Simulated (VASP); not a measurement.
# GaN (F-43m) in VASP: further runs, part 2 of 2

VASP 6.6.1.

### 3 Relaxation of cell and atoms, r2SCAN

Contents of INCAR:

```
SYSTEM = GaN
ALGO     = Normal         ! electronic algorithm
EDIFF    = 1E-7           ! SCF threshold, eV
EDIFFG   = -0.005         ! ionic threshold
ENCUT    = 600            ! plane-wave cutoff, eV
IBRION   = 2              ! ionic algorithm
ISIF     = 3              ! what is computed and relaxed
ISMEAR   = 0              ! smearing method
LASPH    = .TRUE.         ! aspherical terms in the spheres
LCHARG   = .FALSE.        ! write CHGCAR
LMIXTAU  = .TRUE.       
LREAL    = .FALSE.        ! projectors in reciprocal space
LWAVE    = .FALSE.        ! write WAVECAR
METAGGA  = R2SCAN         ! meta-GGA
NELM     = 80             ! most SCF steps
NSW      = 90             ! ionic steps
PREC     = Accurate       ! precision mode
SIGMA    = 0.03           ! smearing width, eV
```

Contents of KPOINTS:

```
k-points
0
G
  10 10 10
  0 0 0
```

Contents of POSCAR:

```
GaN                                     
1.0
    0.0000000000      2.2535006075      2.2535006075
    2.2535006075      0.0000000000      2.2535006075
    2.2535006075      2.2535006075      0.0000000000
  Ga              N             
     1     1
Direct
     0.0000000000000000    0.0000000000000000    0.0000000000000000
     0.7500000000000000    0.7500000000000000    0.7500000000000000
```

Potentials or basis: VASP PAW PBE potentials, release 64 (Ga_d, N).

Launch:

```
$ cat potpaw_PBE.64/Ga_d/POTCAR potpaw_PBE.64/N/POTCAR > POTCAR
$ mpirun -np 1 vasp_std > vasp.out
```

OUTCAR:

```text
SYSTEM = GaN
   EDIFF = 1E-7
   EDIFFG = -0.005
   ENCUT = 600
   IBRION = 2
   ISIF = 3
   ISMEAR = 0
   LASPH = .TRUE.
   LREAL = .FALSE.
   METAGGA = R2SCAN
   NELM = 80
   NSW = 90
   PREC = Accurate

 ion  position               nearest neighbor table
   1  0.000  0.000  0.000-   2 1.95   2 1.95   2 1.95   2 1.95
   2  0.750  0.750  0.750-   1 1.95   1 1.95   1 1.95   1 1.95

  LATTYP: Found a face centered cubic cell.
 ALAT       =     4.5070012150

  Lattice vectors:

 A1 = (   0.0000000000,   2.2535006075,   2.2535006075)
 A2 = (   2.2535006075,   0.0000000000,   2.2535006075)
 A3 = (   2.2535006075,   2.2535006075,   0.0000000000)

Analysis of symmetry for initial positions (statically):
=====================================================================
 Subroutine PRICEL returns:
 Original cell was already a primitive cell.

 Routine SETGRP: Setting up the symmetry group for a
 face centered cubic supercell.

 Subroutine GETGRP returns: Found 24 space group operations
 (whereof 24 operations were pure point group operations)
 out of a pool of 48 trial point group operations.

The static configuration has the point symmetry T_d .

Analysis of symmetry for dynamics (positions and initial velocities):
[... 173 lines left out ...]
      3      -8.8156      2.00000
      4      -8.8156      2.00000
      5      -8.4649      2.00000
      6      -8.4649      2.00000
      7       5.0161      2.00000
      8       5.0161      2.00000
      9       5.0161      2.00000
     10       7.1355      0.00000
     11      16.0203      0.00000
     12      16.0203      0.00000
     13      16.0203      0.00000
[... 354 lines left out ...]
  band No.  band energies     occupation
      1     -10.6703      2.00000
      2      -8.6620      2.00000
      3      -8.5805      2.00000
      4      -8.5772      2.00000
      5      -8.4032      2.00000
      6      -7.6406      2.00000
      7      -0.1060      2.00000
      8       2.4843      2.00000
      9       2.8039      2.00000
     10       9.9356      0.00000
     11      12.7774      0.00000
     12      16.5554      0.00000
     13      18.7472      0.00000

 [... further k-points ...]
[... 5 lines left out ...]
  --------------------------------------------------------------------------------------
  -------------------------------------------------------------------------------------
  Total       -0.0042434     -0.0042434     -0.0042434      0.0000000      0.0000000      0.0000000
  in kB       -0.2970437     -0.2970437     -0.2970437      0.0000000      0.0000000      0.0000000
  external PRESSURE =      -0.2970437 kB  Pullay stress =       0.0000000 kB

 VOLUME and BASIS-vectors are now :
 -----------------------------------------------------------------------------
  energy-cutoff  :      600.00
  volume of cell :       22.89
      direct lattice vectors                 reciprocal lattice vectors
     0.000000000  2.253500607  2.253500607    -0.221877020  0.221877020  0.221877020
     2.253500607  0.000000000  2.253500607     0.221877020 -0.221877020  0.221877020
     2.253500607  2.253500607  0.000000000     0.221877020  0.221877020 -0.221877020

 POSITION                                       TOTAL-FORCE (eV/Angst)
 -----------------------------------------------------------------------------------
      0.00000      0.00000      0.00000        -0.000000      0.000000      0.000000
      3.38025      3.38025      3.38025         0.000000     -0.000000     -0.000000
 -----------------------------------------------------------------------------------
    total drift:                               -0.000018     -0.000018     -0.000018

  FREE ENERGIE OF THE ION-ELECTRON SYSTEM (eV)
  ---------------------------------------------------
  free  energy   TOTEN  =       -21.8982030684 eV

  energy  without entropy=      -21.8982030684  energy(sigma->0) =      -21.89820307

 reached required accuracy - stopping structural energy minimisation
```

OSZICAR:

```text
N       E                     dE             d eps       ncg     rms          rms(c)
DAV:   1     0.820530706801E+02    0.82053E+02   -0.10829E+04  1326   0.278E+03
DAV:   2    -0.189991494737E+02   -0.10105E+03   -0.95715E+02  1402   0.388E+02
DAV:   3    -0.266777119006E+02   -0.76786E+01   -0.76319E+01  1367   0.967E+01
[... 15 lines left out ...]
DAV:  19    -0.218982007894E+02    0.42130E-07   -0.24471E-06  1685   0.231E-02    0.294E-03
DAV:  20    -0.218982022198E+02   -0.14304E-05   -0.50884E-07  1227   0.997E-03    0.318E-03
DAV:  21    -0.218982025686E+02   -0.34879E-06   -0.20603E-07  1149   0.497E-03    0.235E-03
DAV:  22    -0.218982030771E+02   -0.50851E-06   -0.57637E-08   731   0.305E-03    0.130E-03
DAV:  23    -0.218982030684E+02    0.86957E-08   -0.18377E-08   636   0.205E-03
   1 F= -.21898203E+02 E0= -.21898203E+02  d E =-.218982E+02
```

CONTCAR:

```text
GaN
   1.00000000000000
     0.0000000000000000    2.2535006074999999    2.2535006074999999
     2.2535006074999999    0.0000000000000000    2.2535006074999999
     2.2535006074999999    2.2535006074999999    0.0000000000000000
  Ga              N
     1     1
Direct
     0.0000000000000000    0.0000000000000000    0.0000000000000000
     0.7500000000000000    0.7500000000000000    0.7500000000000000

  0.00000000E+00  0.00000000E+00  0.00000000E+00
  0.00000000E+00  0.00000000E+00  0.00000000E+00
```

Run time: 3 min. Hardware: 1 thread of Intel Xeon Platinum 8375C at 2.90GHz (Ice Lake), shared host; peak memory 0.17 GiB.

Results:

| Quantity | Value |
| --- | --- |
| Free energy | -21.8982 eV |
| Pressure after relaxing | 0.0 GPa |
| Band gap on the k mesh | 2.12 eV, direct |

Final structure:
```
Ga N
1.0
     0.00000    2.25350    2.25350
     2.25350    0.00000    2.25350
     2.25350    2.25350    0.00000
Ga N
1 1
Cartesian
  0.0000 0.0000 0.0000
  3.3803 3.3803 3.3803
```

Levels at points of the mesh, in eV from the valence-band top:
| k point | band 6 | band 7 | band 8 | band 9 | band 10 | band 11 | band 12 | band 13 |
| --- | --- | --- | --- | --- | --- | --- | --- | --- |
| (0.00, 0.00, 0.00) | -13.48 | 0.00 | 0.00 | 0.00 | 2.12 | 11.00 | 11.00 | 11.00 |
| (0.50, 0.00, 0.00) | -12.35 | -7.16 | -1.00 | -1.00 | 5.16 | 9.44 | 11.00 | 11.00 |
| (0.50, 0.50, 0.00) | -11.97 | -6.22 | -2.78 | -2.78 | 3.77 | 7.24 | 12.58 | 14.94 |

Caveat: the relaxation stopped at its first step, so nothing moved; the PAW data sets were made with another functional, which shifts forces and pressure a little. r2SCAN opens gaps a little over a GGA but as a rule still falls short of measured ones.

### 4 Relaxation of cell and atoms, LDA

Contents of INCAR:

```
SYSTEM = GaN
PREC = Accurate
ENCUT = 600
EDIFF = 1E-6
ISMEAR = 0
SIGMA = 0.03
LREAL = .FALSE.
LASPH = .TRUE.
NELM = 80
ALGO = Normal
ISIF = 3
LWAVE = .FALSE.
LCHARG = .FALSE.
IBRION = 2
NSW = 90
EDIFFG = -0.01
```

Contents of KPOINTS:

```
Automatic mesh
0
G
  10 10 10
  0 0 0
```

Contents of POSCAR:

```
GaN
1.0
    0.0000000000      2.2535006075      2.2535006075
    2.2535006075      0.0000000000      2.2535006075
    2.2535006075      2.2535006075      0.0000000000
Ga N
1 1
Direct
    0.0000000000      0.0000000000      0.0000000000
    0.7500000000      0.7500000000      0.7500000000
```

Potentials or basis: VASP PAW LDA potentials, release 64 (Ga_d, N).

Launch:

```
$ cat potpaw_LDA.64/Ga_d/POTCAR potpaw_LDA.64/N/POTCAR > POTCAR
$ mpirun -np 1 vasp_std > vasp.out
```

It took 23 s on 1 thread of Intel Xeon Platinum 8488C (Sapphire Rapids), shared host; peak memory 0.16 GiB.

Results (log left out):

```
Free energy                            : -13.9454 eV
Relaxed volume                         : 11.11 Å³/atom
Relaxed cell                           : a = 3.156 Å, b = 3.156 Å, c = 3.156 Å, α = 60.00°, β = 60.00°, γ = 60.00°
Space group after relaxing (to 0.05 Å) : F-43m (No. 216)
Energy gained by relaxing              : 6.0 meV/atom
Ionic steps                            : 3
Pressure after relaxing                : 0.0 GPa
Band gap on the k mesh                 : 1.94 eV, direct
```

The path:
```csv
step,energy change (eV),largest force (eV/Å),pressure (GPa),volume (Å³)
1,0.0000,0.0000,-5.60,22.89
2,-0.0003,0.0000,6.11,21.59
3,-0.0120,0.0000,0.04,22.22
```

Final structure:
```
Ga N
1.0
     0.00000    2.23142    2.23142
     2.23142    0.00000    2.23142
     2.23142    2.23142    0.00000
Ga N
1 1
Cartesian
  0.0000 0.0000 0.0000
  3.3471 3.3471 3.3471
```

Levels at points of the mesh, in eV from the valence-band top:
```csv
k point,band 5,band 6,band 7,band 8,band 9,band 10,band 11,band 12,band 13
"(0.00, 0.00, 0.00)",-13.24,-13.24,0.00,0.00,0.00,1.94,10.29,10.29,10.29
"(0.50, 0.00, 0.00)",-13.18,-11.86,-7.32,-1.02,-1.02,4.75,8.74,10.36,10.36
"(0.50, 0.50, 0.00)",-13.15,-11.38,-6.33,-2.84,-2.84,3.26,6.66,11.71,14.07
```

### 5 Relaxation of cell and atoms, LDA

This run uses another cell than the first one, of 11.11 Å³/atom, 0.971 times its volume.

Changes to INCAR since step 4:

```diff
@@ -3,3 +3,3 @@
 ENCUT = 600
-EDIFF = 1E-6
+EDIFF = 1E-7
 ISMEAR = 0
@@ -15,2 +15,2 @@
 NSW = 90
-EDIFFG = -0.01
+EDIFFG = -0.005
```

KPOINTS is that of step 4.

Contents of POSCAR:

```
GaN                                     
1.0
   -0.0000000000      2.2314186278      2.2314186278
    2.2314186278      0.0000000000      2.2314186278
    2.2314186278      2.2314186278     -0.0000000000
  Ga              N             
     1     1
Direct
     0.0000000000000000    0.0000000000000000    0.0000000000000000
     0.7500000000000000    0.7500000000000000    0.7500000000000000
```

Launch:

```
$ cat potpaw_LDA.64/Ga_d/POTCAR potpaw_LDA.64/N/POTCAR > POTCAR
$ mpirun -np 1 vasp_std > vasp.out
```

Wall time 11 s (1 thread of Intel Xeon Platinum 8488C (Sapphire Rapids), shared host); peak memory 0.15 GiB.

Results (log left out):

```yaml
Free_energy: -13.9446 eV
Pressure_after_relaxing: 0.0 GPa
Band_gap_on_the_k_mesh: 1.94 eV, direct
```

Final structure:
```
Ga N
1.0
     0.00000    2.23142    2.23142
     2.23142    0.00000    2.23142
     2.23142    2.23142    0.00000
Ga N
1 1
Direct
  0.00000 0.00000 0.00000
  0.75000 0.75000 0.75000
```

Levels at points of the mesh, in eV from the valence-band top:
| k point | band 5 | band 6 | band 7 | band 8 | band 9 | band 10 | band 11 | band 12 | band 13 |
| --- | --- | --- | --- | --- | --- | --- | --- | --- | --- |
| (0.00, 0.00, 0.00) | -13.24 | -13.24 | 0.00 | 0.00 | 0.00 | 1.94 | 10.29 | 10.29 | 10.29 |
| (0.50, 0.00, 0.00) | -13.18 | -11.86 | -7.32 | -1.02 | -1.02 | 4.75 | 8.74 | 10.36 | 10.36 |
| (0.50, 0.50, 0.00) | -13.15 | -11.38 | -6.33 | -2.84 | -2.84 | 3.26 | 6.66 | 11.71 | 14.07 |

Caveat: the relaxation stopped at its first step, so nothing moved.
